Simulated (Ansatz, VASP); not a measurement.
## Two plane-wave programs on KBr

The input POSCAR:

```
KBr
1.0
    0.0295551180      3.3022478201      3.3022478201
    3.3022478201      0.0295551180      3.3022478201
    3.3318029381      3.3318029381      0.0000000000
K Br
1 1
Direct
    0.0000000000      0.0000000000      0.0000000000
    0.5000000000      0.5000000000      0.5000000000
```

INCAR.step1

```
ALGO = Normal
EDIFF = 1E-5
ENCUT = 520
GGA = PE
ISIF = 2
ISMEAR = 0
LASPH = T
LCHARG = F
LREAL = F
LWAVE = T
NBANDS = 15
NELM = 100
PREC = Accurate
SIGMA = 0.01
```

The input INCAR.step2:

```
ALGO = Normal
EDIFF = 1E-6
ENCUT = 520
GGA = PE
HFSCREEN = 0.2079
ISIF = 2
ISMEAR = 0
ISTART = 1
LASPH = T
LCHARG = F
LHFCALC = T
LREAL = F
LWAVE = F
NBANDS = 15
NELM = 100
PREC = Accurate
PRECFOCK = Normal
SIGMA = 0.01
```

KPOINTS

```
k-points
0
Gamma
  4 4 4
```

Input for Ansatz:

```yaml
crystal:
  lattice:
    - [0.029555118, 3.3022478201, 3.3022478201]
    - [3.3022478201, 0.029555118, 3.3022478201]
    - [3.3318029381, 3.3318029381, 0.0]
  atoms:
    - { symbol: K, position: [0.0, 0.0, 0.0] }
    - { symbol: Br, position: [0.5, 0.5, 0.5] }
kpoints:
  mp_grid: { grid: [4, 4, 4] }
  band_path:
    path:
      - [0.0, 0.0, 0.0]
      - [0.5, 0.0, 0.5]
      - [0.625, 0.25, 0.625]
      - [0.375, 0.375, 0.75]
      - [0.5, 0.5, 0.5]
      - [0.5, 0.25, 0.75]
    npoints: 1
hamiltonian:
  xc: hse06
scf:
  occupations: { method: fixed }
  n_extra_bands: 4
output:
  forces: true
  stress: true
  eigenvalues: true
```

Change from the starting cell: shear_xy strain +1.8%.

Alike in both runs: task single point; functional HSE06; k mesh 4 × 4 × 4; no spin polarisation.

|  | VASP | Ansatz |
| --- | --- | --- |
| version | VASP 6.6.1 | Ansatz 0.2.0 |
| potentials or method | VASP PAW PBE potentials, release 64 (K_sv, Br) | plane waves, PAW |
| plane-wave cutoff (eV) | 520 | 420 |
| occupations | gaussian, width 0.01 eV | fixed |
| valence electrons in the cell | 16 | 16 |

```tsv
	VASP	Ansatz	Ansatz less VASP
gap on the k mesh at the Fermi level (eV)	5.57	5.57	+0.003
pressure (GPa)	0.4	0.4	-0.02
largest component of the traceless stress (GPa)	0.09	0.09	0.000
```

Ansatz warned: «stress_exchange_threshold_loose».

Caveats: the PAW data sets were made with another functional, which shifts forces and pressure a little (VASP).
